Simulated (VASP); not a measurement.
# PbS (Galena) (Fm-3m) in VASP: further runs

One crystal, PbS (Galena), is run at these levels: PBE, HSE06; tasks: single point.

Everything below comes from runs of VASP 6.6.1. Logs are shortened: lines on timing, memory, paths and dates and some standing lists are left out, and cuts for length are marked.

## (1) The structure

It takes space group Fm-3m (No. 225, cubic). Conventional cell: a = 5.931 Å, b = 5.931 Å, c = 5.931 Å, α = 90.00°, β = 90.00°, γ = 90.00°. Around Pb (site symmetry m-3m) lie 6 S at 2.97 Å. S (site symmetry m-3m) is surrounded by 6 Pb at 2.97 Å.

## (2) Single point, PBE

Input file INCAR:

```
PREC     = Accurate       # precision mode
ENCUT    = 520            # plane-wave cutoff, eV
EDIFF    = 1E-7           # SCF threshold, eV
ISMEAR   = 0              # smearing method
SIGMA    = 0.02           # smearing width, eV
LREAL    = False          # projectors in reciprocal space
LASPH    = True           # aspherical terms in the spheres
NELM     = 60             # most SCF steps
ALGO     = Fast           # electronic algorithm
ISIF     = 2              # what is computed and relaxed
LWAVE    = False          # write WAVECAR
LCHARG   = False          # write CHGCAR
GGA      = PE             # functional
```

Input file KPOINTS:

```
regular mesh
0
Gamma
  3 3 3
```

Input file POSCAR:

```
PbS
1.0
    0.0000000000      2.9657500000      2.9657500000
    2.9657500000      0.0000000000      2.9657500000
    2.9657500000      2.9657500000      0.0000000000
Pb S
1 1
Direct
    0.0000000000      0.0000000000      0.0000000000
    0.5000000000      0.5000000000      0.5000000000
```

Potentials or basis: VASP PAW PBE potentials, release 64 (Pb_d, S).

Launch:

```
cat potpaw_PBE.64/Pb_d/POTCAR potpaw_PBE.64/S/POTCAR > POTCAR
mpirun -np 1 vasp_std > vasp.out
```

OUTCAR:

```text
PREC = Accurate
   ENCUT = 520
   EDIFF = 1E-7
   ISMEAR = 0
   LREAL = False
   LASPH = True
   NELM = 60
   ISIF = 2
   GGA = PE

 ion  position               nearest neighbor table
   1  0.000  0.000  0.000-   2 2.97   2 2.97   2 2.97   2 2.97   2 2.97   2 2.97
   2  0.500  0.500  0.500-   1 2.97   1 2.97   1 2.97   1 2.97   1 2.97   1 2.97

  LATTYP: Found a face centered cubic cell.
 ALAT       =     5.9315000000

  Lattice vectors:

 A1 = (   0.0000000000,   2.9657500000,   2.9657500000)
 A2 = (   2.9657500000,   0.0000000000,   2.9657500000)
 A3 = (   2.9657500000,   2.9657500000,   0.0000000000)

Analysis of symmetry for initial positions (statically):
=====================================================================
 Subroutine PRICEL returns:
 Original cell was already a primitive cell.

 Routine SETGRP: Setting up the symmetry group for a
 face centered cubic supercell.

 Subroutine GETGRP returns: Found 48 space group operations
 (whereof 48 operations were pure point group operations)
 out of a pool of 48 trial point group operations.

The static configuration has the point symmetry O_h .

Analysis of symmetry for dynamics (positions and initial velocities):
=====================================================================
 Subroutine PRICEL returns:
 Original cell was already a primitive cell.

 Routine SETGRP: Setting up the symmetry group for a
 face centered cubic supercell.

 Subroutine GETGRP returns: Found 48 space group operations
 (whereof 48 operations were pure point group operations)
 out of a pool of 48 trial point group operations.

The dynamic configuration has the point symmetry O_h .

 Subroutine INISYM returns: Found 48 space group operations
 (whereof 48 operations are pure point group operations),
 and found     1 'primitive' translations

----------------------------------------------------------------------------------------

                                     Primitive cell

  volume of cell :      52.1715

  direct lattice vectors                    reciprocal lattice vectors
     0.000000000  2.965750000  2.965750000    -0.168591419  0.168591419  0.168591419
     2.965750000  0.000000000  2.965750000     0.168591419 -0.168591419  0.168591419
     2.965750000  2.965750000  0.000000000     0.168591419  0.168591419 -0.168591419

  length of vectors
     4.194203873  4.194203873  4.194203873     0.292008903  0.292008903  0.292008903

  position of ions in fractional coordinates (direct lattice)
     0.000000000  0.000000000  0.000000000
     0.500000000  0.500000000  0.500000000

  ion indices of the primitive-cell ions
   primitive index   ion index
                 1           1
                 2           2

----------------------------------------------------------------------------------------

 KPOINTS: regular mesh

Automatic generation of k-mesh.
 Grid dimensions read from file:
 generate k-points for:    3    3    3

 Generating k-lattice:

  Cartesian coordinates                     Fractional coordinates (reciprocal lattice)
    -0.056197140  0.056197140  0.056197140     0.333333333  0.000000000  0.000000000
     0.056197140 -0.056197140  0.056197140     0.000000000  0.333333333  0.000000000
     0.056197140  0.056197140 -0.056197140     0.000000000  0.000000000  0.333333333

  Length of vectors
     0.097336301  0.097336301  0.097336301

  Shift w.r.t. Gamma in fractional coordinates (k-lattice)
     0.000000000  0.000000000  0.000000000

 Subroutine IBZKPT returns following result:
 ===========================================

 Found      4 irreducible k-points:

 Following reciprocal coordinates:
            Coordinates               Weight
  0.000000  0.000000  0.000000      1.000000
  0.333333  0.000000  0.000000      8.000000
  0.333333  0.333333  0.000000      6.000000
 -0.333333  0.333333  0.000000     12.000000
   k-points           NKPTS =      4   k-points in BZ     NKDIM =      4   number of bands    NBANDS=     14
   number of dos      NEDOS =    301   number of ions     NIONS =      2
   total plane-waves  NPLWV =  32768
   dimension x,y,z NGX =    32 NGY =   32 NGZ =   32
   dimension x,y,z NGXF=    64 NGYF=   64 NGZF=   64
   ions per type =               1   1
   NGX,Y,Z   is equivalent  to a cutoff of  12.68, 12.68, 12.68 a.u.
   NGXF,Y,Z  is equivalent  to a cutoff of  25.37, 25.37, 25.37 a.u.
 SYSTEM =  unknown system
   PREC   = accura    normal or accurate (medium, high low for compatibility)
   ISTART =      0    job   : 0-new  1-cont  2-samecut
   ICHARG =      2    charge: 1-file 2-atom 10-const
   ISPIN  =      1    spin polarized calculation?
   LNONCOLLINEAR =      F non collinear calculations
   LSORBIT =      F    spin-orbit coupling
   LASPH  =      T    aspherical Exc in radial PAW
   ENCUT  =  520.0 eV  38.22 Ry    6.18 a.u.   7.80  7.80  7.80*2*pi/ulx,y,z
   NELM   =     60;   NELMIN=  2; NELMDL= -5     # of ELM steps
   EDIFF  = 0.1E-06   stopping-criterion for ELM
   LREAL  =      F    real-space projection
   EDIFFG = 0.1E-05   stopping-criterion for IOM
   NSW    =      0    number of steps for IOM
   IBRION =     -1    ionic relax: 0-MD 1-quasi-New 2-CG
   NFREE  =      0    steps in history (QN), initial steepest desc. (CG)
   ISIF   =      2    stress and relaxation
   ISYM   =      2    0-nonsym 1-usesym 2-fastsym
   POTIM  = 0.5000    time-step for ionic-motion
   TEBEG  =    0.0;   TEEND  =   0.0 temperature during run
   PSTRESS=    0.0 pullay stress
   NELECT =      20.0000    total number of electrons
   NUPDOWN=      -1.0000    fix difference up-down
   EMIN   =  10.00;   EMAX   =-10.00  energy-range for DOS
   EFERMI =   0.00;   METHOD = LEGACY
   ISMEAR =     0;   SIGMA  =   0.02  broadening in eV -4-tet -1-fermi 0-gaus
   EFERMI_NEDOS =   21; number of points for ismear=-14 and -15
   IALGO  =     68    algorithm
   IMIX   =      4    mixing-type and parameters
     AMIX     =   0.40;   BMIX     =  1.00
     AMIX_MAG =   1.60;   BMIX_MAG =  1.00
  volume/ion in A,a.u.               =      26.09       176.04
  Fermi-wavevector in a.u.,A,eV,Ry     =   1.189251  2.247359 19.242973  1.414319
  Thomas-Fermi vector in A             =   2.325363
   LORBIT       =      0    0 simple, 1 ext, 2 COOP (PROOUT), +10 PAW based schemes
   GGA     = PE    functional components
   LHFCALC =     F    Hartree Fock is set to
   AEXX    =    0.0000 exact exchange contribution
   IVDW    =     0    specifies the selected vdW correction
   LEPSILON=     F    determine dielectric tensor
   LRPA    =     F    only Hartree local field effects (RPA)
 non-spin polarized calculation
 RMM-DIIS sequential band-by-band and
 Gauss-broadening in eV      SIGMA  =   0.02
  energy-cutoff  :      520.00
  volume of cell :       52.17
 maximum number of plane-waves:      1420
   NGX = 15   NGY = 15   NGZ = 15

 number of electron      19.9999998 magnetization

 Free energy of the ion-electron system (eV)
  ---------------------------------------------------
  ext. energy  EPLUGINS =         0.00000000
  ---------------------------------------------------
  free energy    TOTEN  =        -8.87088499 eV

  energy without entropy =       -8.87088499  energy(sigma->0) =       -8.87088499

 E-fermi :   5.1462     XC(G=0):  -9.7008

 val. band max:        5.0560545439   @ k =   0.3333   0.0000   0.0000
 cond. band min:       7.2730697207   @ k =   0.3333   0.0000   0.0000
 fundamental gap:      2.2170151767
 Fermi energy:         5.1461559787

 k-point     1 :       0.0000    0.0000    0.0000
  band No.  band energies     occupation
      1     -11.0307      2.00000
      2     -11.0307      2.00000
      3     -11.0307      2.00000
      4     -11.0158      2.00000
      5     -11.0158      2.00000
      6      -7.8122      2.00000
      7      -0.2415      2.00000
      8       3.6114      2.00000
      9       3.6114      2.00000
     10       3.6114      2.00000
     11      11.0204      0.00000
     12      11.0204      0.00000
     13      11.0204      0.00000
     14      12.5339      0.00000

 k-point     2 :       0.3333    0.0000    0.0000
  band No.  band energies     occupation
      1     -11.0419      2.00000
      2     -11.0419      2.00000
      3     -11.0280      2.00000
      4     -10.9933      2.00000
      5     -10.9933      2.00000
      6      -6.9920      2.00000
      7      -2.3270      2.00000
      8       3.8739      2.00000
      9       3.8739      2.00000
     10       5.0561      2.00000
     11       7.2731      0.00000
     12       8.3650      0.00000
     13       8.3650      0.00000
     14      13.1723      0.00000

 k-point     3 :       0.3333    0.3333    0.0000
  band No.  band energies     occupation
      1     -11.1186      2.00000
      2     -11.0497      2.00000
      3     -10.9964      2.00000
      4     -10.9857      2.00000
      5     -10.9857      2.00000
      6      -6.6809      2.00000
      7      -1.6219      2.00000
      8       2.5488      2.00000
      9       2.6442      2.00000
     10       2.6442      2.00000
     11       9.5413      0.00000
     12      10.0586      0.00000
     13      11.0134      0.00000
     14      11.0134      0.00000

 k-point     4 :      -0.3333    0.3333    0.0000
  band No.  band energies     occupation
      1     -11.1071      2.00000
      2     -11.0205      2.00000
      3     -11.0187      2.00000
      4     -10.9975      2.00000
      5     -10.9840      2.00000
      6      -6.2369      2.00000
      7      -2.4280      2.00000
      8       1.3202      2.00000
      9       3.1907      2.00000
     10       3.8521      2.00000
     11       8.4537      0.00000
     12       9.2150      0.00000
     13      10.5420      0.00000
     14      13.0323      0.00000

------------------------ aborting loop because EDIFF is reached ----------------------------------------

  FORCE on cell =-STRESS in cart. coord.  units (eV):
  Direction    XX          YY          ZZ          XY          YZ          ZX
  --------------------------------------------------------------------------------------
  -------------------------------------------------------------------------------------
  Total        0.3616009      0.3616009      0.3616009      0.0000000      0.0000000      0.0000000
  in kB       11.1046910     11.1046910     11.1046910      0.0000000      0.0000000      0.0000000
  external PRESSURE =      11.1046910 kB  Pullay stress =       0.0000000 kB

 VOLUME and BASIS-vectors are now :
 -----------------------------------------------------------------------------
  energy-cutoff  :      520.00
  volume of cell :       52.17
      direct lattice vectors                 reciprocal lattice vectors
     0.000000000  2.965750000  2.965750000    -0.168591419  0.168591419  0.168591419
     2.965750000  0.000000000  2.965750000     0.168591419 -0.168591419  0.168591419
     2.965750000  2.965750000  0.000000000     0.168591419  0.168591419 -0.168591419

 POSITION                                       TOTAL-FORCE (eV/Angst)
 -----------------------------------------------------------------------------------
      0.00000      0.00000      0.00000         0.000000      0.000000      0.000000
      2.96575      2.96575      2.96575        -0.000000     -0.000000     -0.000000
 -----------------------------------------------------------------------------------
    total drift:                                0.000000     -0.000000     -0.000000

  FREE ENERGIE OF THE ION-ELECTRON SYSTEM (eV)
  ---------------------------------------------------
  free  energy   TOTEN  =        -8.8708849896 eV

  energy  without entropy=       -8.8708849896  energy(sigma->0) =       -8.87088499
```

Run time: 3.5 s. Hardware: 1 thread of Intel Xeon 6975P-C (Granite Rapids), shared host; peak memory 0.17 GiB.

Results:

| Property | Result |
| --- | --- |
| Free energy | -8.8709 eV |
| Pressure | 1.1 GPa |

Levels at points of the mesh, in eV from the Fermi level:
```tsv
k point	band 6	band 7	band 8	band 9	band 10	band 11	band 12	band 13	band 14
(0.00, 0.00, 0.00)	-12.96	-5.39	-1.53	-1.53	-1.53	5.87	5.87	5.87	7.39
```

Caveat: the k mesh is coarse (spacing up to 0.61 Å⁻¹), so the values aren't converged; this odd mesh misses L, where the gap lies, so gap, dielectric constants and Born charges aren't listed.

## (3) Single point, HSE06, non-collinear spin, zero start, spin-orbit coupling

POSCAR is that of step 2.

Input file INCAR.step1:

```
SYSTEM = PbS
PREC = Accurate
ENCUT = 520
EDIFF = 1E-5
ISMEAR = 0
SIGMA = 0.02
LREAL = .FALSE.
LASPH = .TRUE.
NELM = 80
ALGO = Normal
ISIF = 2
LWAVE = .TRUE.
MAGMOM = 0 0 0 0 0 0
LORBIT = 11
LSORBIT = .TRUE.
GGA_COMPAT = .FALSE.
GGA = PE
```

Input file INCAR.step2:

```
SYSTEM = PbS
PREC = Accurate
ENCUT = 520
EDIFF = 1E-6
ISMEAR = 0
SIGMA = 0.02
LREAL = .FALSE.
LASPH = .TRUE.
NELM = 80
ALGO = Normal
ISIF = 2
LWAVE = .FALSE.
LCHARG = .TRUE.
MAGMOM = 0 0 0 0 0 0
LORBIT = 11
LSORBIT = .TRUE.
GGA_COMPAT = .FALSE.
GGA = PE
LHFCALC = .TRUE.
HFSCREEN = 0.2
PRECFOCK = Fast
LVHAR = .TRUE.
ISTART = 1
```

Input file KPOINTS:

```
Automatic mesh
0
G
  4 4 4
  0 0 0
```

Potentials or basis: VASP PAW PBE potentials, release 64 (Pb_d, S).

Launch:

```
cat potpaw_PBE.64/Pb_d/POTCAR potpaw_PBE.64/S/POTCAR > POTCAR
cp INCAR.step1 INCAR
mpirun -np 1 vasp_ncl > vasp.out
cp INCAR.step2 INCAR
mpirun -np 1 vasp_ncl > vasp.out
```

It took 12 min on 1 thread of AMD EPYC 9R45 (Zen 5), shared host; peak memory 0.37 GiB.

It converged, with:

```yaml
Free_energy: -10.7574 eV
Pressure: 0.9 GPa
Net_moment: 0.00 μB per cell
Valence_electrons_inside_the_program's_atomic_spheres: Pb 11.86; S 3.70
```

Moments on the atoms (μB; x, y, z):
```
Pb  0.00 0.00 0.00
S   0.00 0.00 0.00
```

Caveat: the k mesh is coarse (spacing up to 0.46 Å⁻¹), so the values aren't converged, least of all with exact exchange; the PAW data sets were made with another functional, which shifts forces and pressure a little.

## (4) Single point, HSE06

POSCAR is that of step 3.

Changes to INCAR.step1 since step 3:

```diff
@@ -12,6 +12,2 @@
 LWAVE = .TRUE.
-MAGMOM = 0 0 0 0 0 0
-LORBIT = 11
-LSORBIT = .TRUE.
-GGA_COMPAT = .FALSE.
 GGA = PE
```

Changes to INCAR.step2 since step 3:

```diff
@@ -13,6 +13,2 @@
 LCHARG = .TRUE.
-MAGMOM = 0 0 0 0 0 0
-LORBIT = 11
-LSORBIT = .TRUE.
-GGA_COMPAT = .FALSE.
 GGA = PE
@@ -21,2 +17,3 @@
 PRECFOCK = Fast
+LELF = .TRUE.
 LVHAR = .TRUE.
```

KPOINTS is that of step 3.

Launch:

```
cat potpaw_PBE.64/Pb_d/POTCAR potpaw_PBE.64/S/POTCAR > POTCAR
cp INCAR.step1 INCAR
mpirun -np 1 vasp_std > vasp.out
cp INCAR.step2 INCAR
mpirun -np 1 vasp_std > vasp.out
```

Wall time 2.7 min (1 thread of AMD EPYC 9R45 (Zen 5), shared host); peak memory 0.24 GiB.

The run converged. Its results:

| Quantity | Value |
| --- | --- |
| Free energy | -10.4228 eV |
| Pressure | 1.1 GPa |
| Band gap on the k mesh | 0.81 eV, direct |

Levels at points of the mesh, in eV from the valence-band top:
```tsv
k point	band 7	band 8	band 9	band 10	band 11	band 12	band 13	band 14
(0.00, 0.00, 0.00)	-6.41	-2.55	-2.55	-2.55	6.06	6.06	6.06	7.44
(0.50, 0.00, 0.00)	-9.68	-2.15	-2.15	0.00	0.81	2.49	2.49	9.48
(0.50, 0.50, 0.00)	-7.72	-5.87	-3.94	-3.94	4.37	6.49	6.60	6.60
```

Caveat: the k mesh is coarse (spacing up to 0.46 Å⁻¹), so the values aren't converged, least of all with exact exchange; the PAW data sets were made with another functional, which shifts forces and pressure a little; spin-orbit coupling is left out, which as a rule narrows the gap of such compounds by several tenths of an eV.

## (5) The runs side by side

| level | spin | k mesh | further INCAR settings | grid for exact exchange (PRECFOCK) | screening parameter | pressure (GPa) |
| --- | --- | --- | --- | --- | --- | --- |
| PBE | off | 3 × 3 × 3 | ALGO = Fast; EDIFF = 1e-07 | - | - | 1.1 |
| HSE06 | non-collinear, zero start, SOC | 4 × 4 × 4 | ALGO = Normal; EDIFF = 1e-06 | Fast | 0.2 1/A | 0.9 |
| HSE06 | off | 4 × 4 × 4 | ALGO = Normal; EDIFF = 1e-06 | Fast | 0.2 1/A | 1.1 |

Alike in all rows: task single point; potentials or basis VASP PAW PBE potentials, release 64 (Pb_d, S); cell as given; cutoff (eV) 520; smearing gaussian 0.02 eV; the mesh is coarse, so values aren't converged.

Caveats: all runs use coarse meshes; the PAW data sets were made with another functional, which shifts forces and pressure a little (some runs); spin-orbit coupling is left out, which as a rule narrows the gap of such compounds by several tenths of an eV (some runs).

Absolute energies hang on the potentials; compare differences alone.
